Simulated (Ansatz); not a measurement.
**CoO under changes of volume**

One of the cells (9.578 Å³/atom); the others are scaled copies at fixed shape and fractional positions:

```xyz
2
Lattice="1.5055 0.8692 2.4399 -1.5055 0.8692 2.4399 0.0000 -1.7384 2.4399" Properties=species:S:1:pos:R:3 pbc="T T T"
Co    0.0000    0.0000    0.0000
O     0.0000    0.0000    3.6599
```

The cell is a database's computed one.

```yaml
Program: Ansatz 0.2.0
Functional: r2SCAN
Potentials_or_basis: Ansatz PAW
Cutoff: "500 eV (not typed: the program's choice for these potentials)"
k_mesh: 11 × 11 × 11
Occupations: fermi-dirac, width 0.05 eV
Spin: collinear spin, ferromagnetic start
Starting_moments: "[2.0, 0.0] μB"
```

```tsv
volume (Å³/atom)	energy over the lowest point (meV/atom)	pressure (GPa)	gap on the mesh (eV)
9.003	25.53	14.6	0.12
9.195	11.25	9.3	0.23
9.387	2.94	4.6	0.33
9.578	0.00	0.4	0.43
9.770	1.87	-3.4	0.52
9.961	?	?	?
10.153	18.12	-9.9	0.68
```

Q: What does the run at 9.961 Å³/atom give?

A: Energy over the lowest point 8.06 meV/atom; pressure -6.9 GPa; gap on the mesh 0.60 eV.

Worked out: A Birch-Murnaghan fit of order 3 (a polynomial in V^(-2/3)) to the other rows has its minimum at 9.60 Å³/atom with B0 = V·E''(V) = 199 GPa and B' = 4.3 at fixed shape and positions, which overstates the stiffness. It gives 8.03 meV/atom at 9.961 Å³/atom, against the run's 8.06, and -dE/dV = -6.8 GPa, against -6.9. A parabola through the other rows of the gap, of slope 4.21 eV per unit of ln V there, gives 0.60 eV, against the run's 0.60.

Energies are extrapolated to zero smearing.

Caveats: the magnetic or orbital state may not be the lowest; odd divisions of the mesh miss points on the zone boundary, where band edges often lie, so the gap on the mesh can be too wide; a cell with one magnetic atom can't hold antiferromagnetic order, which such compounds often take; the PAW data sets come from PBE, with cores solved anew for the run's functional, which leaves a small shift of forces and pressure.

A mesh can miss the band edges.
